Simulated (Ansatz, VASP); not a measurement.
One calculation of HgTe (Coloradoite), two programs

Contents of INCAR:

```
SYSTEM = HgTe
PREC     = Accurate       ! precision mode
ENCUT    = 520            ! plane-wave cutoff, eV
EDIFF    = 1E-6           ! SCF threshold, eV
ISMEAR   = -1             ! smearing method
SIGMA    = 0.05           ! smearing width, eV
LREAL    = .FALSE.        ! projectors in reciprocal space
LASPH    = .TRUE.         ! aspherical terms in the spheres
NELM     = 60             ! most SCF steps
ALGO     = Normal         ! electronic algorithm
ISIF     = 2              ! what is computed and relaxed
LWAVE    = .FALSE.        ! write WAVECAR
LCHARG   = .FALSE.        ! write CHGCAR
GGA      = PS             ! functional
NBANDS   = 16             ! bands
```

Contents of KPOINTS:

```
Automatic mesh
0
G
  7 7 7
  0 0 0
```

File POSCAR:

```
HgTe
1.0
    0.0000000000      3.2145000000      3.2145000000
    3.2145000000      0.0000000000      3.2145000000
    3.2145000000      3.2145000000      0.0000000000
Hg Te
1 1
Direct
    0.0000000000      0.0000000000      0.0000000000
    0.7500000000      0.7500000000      0.7500000000
```

Contents of input.yaml:

```yaml
crystal:
  lattice:
    - [0.0, 3.2145, 3.2145]
    - [3.2145, 0.0, 3.2145]
    - [3.2145, 3.2145, 0.0]
  atoms:
    - { symbol: Hg, position: [0.0, 0.0, 0.0] }
    - { symbol: Te, position: [0.75, 0.75, 0.75] }
kpoints:
  mp_grid: { grid: [7, 7, 7] }
scf:
  occupations: { method: fermi_dirac, width: 0.05 }
hamiltonian:
  xc: pbesol
  pseudopotentials: { kind: all_electron, datasets: crystal }
output:
  forces: true
  stress: true
  eigenvalues: true
  dos: { projected: false, de: 0.1, e_range: [-20, 10] }
```

Alike in both runs: functional PBEsol; k mesh 7 × 7 × 7; occupations fermi-dirac, width 0.05 eV; no spin polarisation.

|  | VASP | Ansatz |
| --- | --- | --- |
| version | VASP 6.6.1 | Ansatz 0.2.0 |
| potentials or method | VASP PAW PBE potentials, release 64 (Hg, Te) | all-electron PAW datasets made for the crystal |
| plane-wave cutoff (eV) | 520 | see its input |
| task | single point | density of states |

```csv
,VASP,Ansatz,Ansatz less VASP
gap on the k mesh at the Fermi level (eV),none,none,-
pressure (GPa),1.9,1.8,-0.12
```

A gap of «none» marks a metal or a gap that the smearing closes. Ansatz ran all-electron here, so the differences hold the error of VASP's frozen core and of both bases.

Caveats: the PAW data sets were made with another functional, which shifts forces and pressure a little (VASP); the program warned that the printed levels may be off, so bands, gaps and densities of states are rough (Ansatz); the density of states is complete only up to the lowest level of the last band computed (Ansatz). The runs have no spin-orbit coupling, so splittings on Hg, Te are missing.
